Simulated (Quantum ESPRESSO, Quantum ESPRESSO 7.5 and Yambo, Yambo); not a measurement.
## AlN (P6_3mc): G0W0 on several meshes in Yambo

Wanted: mesh dependence and cost of G0W0 for AlN (P6_3mc).

Method: PBE and many-body steps on it, plane waves, in Quantum ESPRESSO 7.5 and Yambo 5.3.0.

Most raw output is cut from this account.

The database entry behind the starting cell differs from later determinations by our own check (inner coordinate u about 0.002 short), so it need not match the best structure at ambient conditions.

**1. Set-up**

The structure is hexagonal, space group P6_3mc (No. 186). The conventional cell has a = 3.113 Å, b = 3.113 Å, c = 4.981 Å, α = 90.00°, β = 90.00°, γ = 120.00°. Al has 4 N at 1.89 Å nearest. Nearest to N lie 4 Al at 1.89 Å. Farther neighbours and most contacts between anions are not listed.

The cell and positions come from the Crystallography Open Database and are kept as given unless a step says otherwise.

**2. Empty states on the mesh, 3×3×4 mesh, 501 bands**

This step: Quantum ESPRESSO 7.5; DFT, PBE, plane waves, norm-conserving pseudopotentials.

The sums over transitions need many empty states on a uniform mesh; this step solves for them.

Contents of pw.in:

```
&control
  calculation = 'nscf'
  prefix = 'x'
  outdir = 'o'
  pseudo_dir = 'pseudo'
/
&system
  ibrav = 0
  nat = 4
  ntyp = 2
  ecutwfc = 72.0
  nbnd = 501
  force_symmorphic = .true.
/
&electrons
  conv_thr = 1e-9
  electron_maxstep = 80
  diago_full_acc = .true.
  diago_thr_init = 5e-6
/
ATOMIC_SPECIES
  Al 26.982 Al.upf
  N 14.007 N.upf
CELL_PARAMETERS angstrom
  3.1130000000 -0.0000000000 0.0000000000
  -1.5565000000 2.6959370820 0.0000000000
  0.0000000000 0.0000000000 4.9810000000
ATOMIC_POSITIONS crystal
  Al 0.3333333333 0.6666666667 0.0000000000
  Al 0.6666666667 0.3333333333 0.5000000000
  N 0.3333333333 0.6666666667 0.3800000000
  N 0.6666666667 0.3333333333 0.8800000000
K_POINTS automatic
  3 3 4 0 0 0
```

Run with:

```bash
> OMP_NUM_THREADS=1 mpirun -n 4 pw.x -nk 4 -in pw.in > pw.out
```

It took 86 s on 4 MPI ranks of Arm Neoverse V1, shared host; peak memory 0.82 GiB; 5.7 min of CPU time.

This step gave:

```yaml
gap: 4.221 eV
k_of_the_valence_top: 0, 0, 0
k_of_the_conduction_bottom: 0, 0, 0
least_direct_gap: 4.221 eV
k_points_computed: 10
lowest_point_of_the_top_converged_band_above_the_valence_top: 281.1048 eV
```

On this mesh the gap is 4.221 eV.

The density comes from a self-consistent run that is not shown.

**3. Conversion and set-up**

This step: Yambo 5.3.0; conversion and set-up on PBE, plane waves, norm-conserving pseudopotentials.

The states are converted to the many-body program's format and the q mesh is built.

Run with:

```bash
> (cd o/x.save; p2y > p2y.log; mv SAVE ../..); yambo > setup.log
```

Run time: 2.2 s. Hardware: 1 MPI rank; peak memory 0.23 GiB.

**4. 3×3×4**

Now the one-shot GW correction: screening in the RPA, then the self-energy of the levels asked for.

This step: G0W0 on PBE, plane waves, norm-conserving pseudopotentials.

Contents of gw2.in:

```
HF_and_locXC
gw0
dyson
ppa
em1d
rim_cut
RandQpts= 1000000
RandGvec= 1 RL
EXXRLvcs= 72 Ry
VXCRLvcs= 288 Ry
Chimod= "HARTREE"
% BndsRnXp
 1 | 209 |
%
NGsBlkXp= 17 Ry
% LongDrXp
 1 | 1 | 1 |
%
% GbndRnge
 1 | 209 |
%
DysSolver= "n"
ExtendOut
PPAPntXp= 27.21138 eV
% QPkrange
 1 | 1 | 7 | 10 |
%
```

Run with:

```bash
> OMP_NUM_THREADS=1 mpirun -n 4 yambo -F gw2.in -J gw2 -C gw2 > gw2.log
```

It took 87 s on 4 MPI ranks; peak memory 1.6 GiB.

This step gave:

```
G0W0 gap on the points computed              : 5.605 eV
starting gap on the mesh                     : 4.221 eV
k of the valence top                         : 0, 0, 0
k of the conduction bottom                   : 0, 0, 0
least direct G0W0 gap on the computed points : 5.605 eV
Z at the valence top                         : 0.7924
Z at the conduction bottom                   : 0.8190
```

The gap on the mesh goes from 4.22 eV to 5.60 eV, a correction of +1.38 eV.

**5. Empty states on the mesh, 3×3×2 mesh, 209 bands**

This step: Quantum ESPRESSO 7.5; DFT, PBE, plane waves, norm-conserving pseudopotentials.

pw.in, as its differences from that of step 2:

```diff
@@ -11,3 +11,3 @@
   ecutwfc = 72.0
-  nbnd = 501
+  nbnd = 209
   force_symmorphic = .true.
@@ -33,2 +33,2 @@
 K_POINTS automatic
-  3 3 4 0 0 0
+  3 3 2 0 0 0
```

Run with:

```bash
> OMP_NUM_THREADS=1 mpirun -n 4 pw.x -nk 4 -in pw.in > pw.out
```

The job ended after 12 s (4 MPI ranks; peak memory 0.41 GiB).

This step gave:

- gap: 4.221 eV
- k of the valence top: 0, 0, 0
- k of the conduction bottom: 0, 0, 0
- least direct gap: 4.221 eV
- k points computed: 6
- lowest point of the top converged band, above the valence top: 147.5304 eV

On this mesh the gap is 4.221 eV.

**6. Conversion and set-up**

This step: Yambo 5.3.0; conversion and set-up on PBE, plane waves, norm-conserving pseudopotentials.

Run with:

```bash
> (cd o/x.save; p2y > p2y.log; mv SAVE ../..); yambo > setup.log
```

Run time: 2 s. Hardware: 1 MPI rank; peak memory 0.23 GiB.

**7. 3×3×2**

This step: G0W0 on PBE, plane waves, norm-conserving pseudopotentials.

Contents of gw11.in:

```
HF_and_locXC
gw0
dyson
ppa
em1d
rim_cut
RandQpts= 1000000
RandGvec= 1 RL
EXXRLvcs= 72 Ry
VXCRLvcs= 288 Ry
Chimod= "HARTREE"
% BndsRnXp
 1 | 209 |
%
NGsBlkXp= 17 Ry
% LongDrXp
 1 | 1 | 1 |
%
% GbndRnge
 1 | 209 |
%
DysSolver= "n"
ExtendOut
PPAPntXp= 27.21138 eV
% QPkrange
 1 | 1 | 7 | 10 |
%
```

Run with:

```bash
> OMP_NUM_THREADS=1 mpirun -n 4 yambo -F gw11.in -J gw11 -C gw11 > gw11.log
```

It took 33 s on 4 MPI ranks; peak memory 1.4 GiB.

Numbers from this step:

| Item | Value |
| --- | --- |
| G0W0 gap on the points computed | 5.570 eV |
| starting gap on the mesh | 4.221 eV |
| k of the valence top | 0, 0, 0 |
| k of the conduction bottom | 0, 0, 0 |
| least direct G0W0 gap on the computed points | 5.570 eV |
| Z at the valence top | 0.7928 |
| Z at the conduction bottom | 0.8193 |

Against G0W0 in Yambo (3×3×4 mesh, 209 bands, screening to 231.3 eV, Godby-Needs plasmon pole), the gap moves by −0.034 eV.

**8. Empty states on the mesh, 6×6×4 mesh, 209 bands**

This step: Quantum ESPRESSO 7.5; DFT, PBE, plane waves, norm-conserving pseudopotentials.

pw.in, as its differences from that of step 5:

```diff
@@ -33,2 +33,2 @@
 K_POINTS automatic
-  3 3 2 0 0 0
+  6 6 4 0 0 0
```

Run with:

```bash
> OMP_NUM_THREADS=1 mpirun -n 4 pw.x -nk 4 -in pw.in > pw.out
```

Elapsed: 34 s, on 4 MPI ranks; peak memory 0.41 GiB; 2.3 min of CPU time.

Numbers from this step:

```yaml
gap: 4.221 eV
k_of_the_valence_top: 0, 0, 0
k_of_the_conduction_bottom: 0, 0, 0
least_direct_gap: 4.221 eV
k_points_computed: 24
lowest_point_of_the_top_converged_band_above_the_valence_top: 147.5304 eV
```

On this mesh the gap is 4.221 eV.

**9. Conversion and set-up**

This step: Yambo 5.3.0; conversion and set-up on PBE, plane waves, norm-conserving pseudopotentials.

Run with:

```bash
> (cd o/x.save; p2y > p2y.log; mv SAVE ../..); yambo > setup.log
```

The job ended after 2.5 s (1 MPI rank; peak memory 0.24 GiB).

**10. 6×6×4**

This step: G0W0 on PBE, plane waves, norm-conserving pseudopotentials.

Contents of gw12.in:

```
HF_and_locXC
gw0
dyson
ppa
em1d
rim_cut
RandQpts= 1000000
RandGvec= 1 RL
EXXRLvcs= 72 Ry
VXCRLvcs= 288 Ry
Chimod= "HARTREE"
% BndsRnXp
 1 | 209 |
%
NGsBlkXp= 17 Ry
% LongDrXp
 1 | 1 | 1 |
%
% GbndRnge
 1 | 209 |
%
DysSolver= "n"
ExtendOut
PPAPntXp= 27.21138 eV
% QPkrange
 1 | 1 | 7 | 10 |
%
```

Run with:

```bash
> OMP_NUM_THREADS=1 mpirun -n 4 yambo -F gw12.in -J gw12 -C gw12 > gw12.log
```

Wall time 12 min (4 MPI ranks); peak memory 2.4 GiB; 47 min of CPU time.

Numbers from this step:

```yaml
g0w0_gap_on_the_points_computed: 5.631 eV
starting_gap_on_the_mesh: 4.221 eV
k_of_the_valence_top: 0, 0, 0
k_of_the_conduction_bottom: 0, 0, 0
least_direct_g0w0_gap_on_the_computed_points: 5.631 eV
```

Against G0W0 in Yambo (3×3×4 mesh, 209 bands, screening to 231.3 eV, Godby-Needs plasmon pole), the gap moves by +0.026 eV.

**11. Side by side**

Times are wall times on 4 MPI ranks of Arm Neoverse V1, shared host, good to a factor of about two.

```csv
run,mesh,bands,screening cutoff (eV),DFT gap (eV),gap on the mesh (eV),direct (eV),time
3×3×4,3×3×4,209,231.3,4.221,5.605,5.605,87 s
3×3×2,3×3×2,209,231.3,4.221,5.570,5.570,33 s
6×6×4,6×6×4,209,231.3,4.221,5.631,5.631,12 min
```

**12. Results**

```
3×3×4        : 5.605 eV
3×3×2        : 5.570 eV
6×6×4        : 5.631 eV
known limits : not at the basis limit; coarse k mesh
```

**Reading.** 3×3×2: −0.034 eV against 3×3×4. 6×6×4: +0.026 eV against 3×3×4. Bands and cutoff are finite, so the gap is not at the basis limit. The miss can reach some tenths of an eV and take either sign; the mesh is an error of its own. In the G0W0 runs levels were corrected at 1 k point alone, so a gap called «on the mesh» is the least over those, and an edge elsewhere would be missed. The 3×3×4 mesh is coarse for this cell, which bears on the long-range parts of exchange and screening.

[Paths, hosts, dates, memory and timing lines, banners, echoed tables and standing remarks are left out of the program output.]

[Logs are printed without paths, hosts, clocks, repeated set-up lines and the standing remarks that a program may print on its own settings, such as how far it seeks lower states.]

[Runs of the session that timed out or met a known fault of the program may be left out.]

[Hosts, paths, dates, database ids (printed as entryN), source tags and the programs' standing remarks are cut or masked in the printed files.]
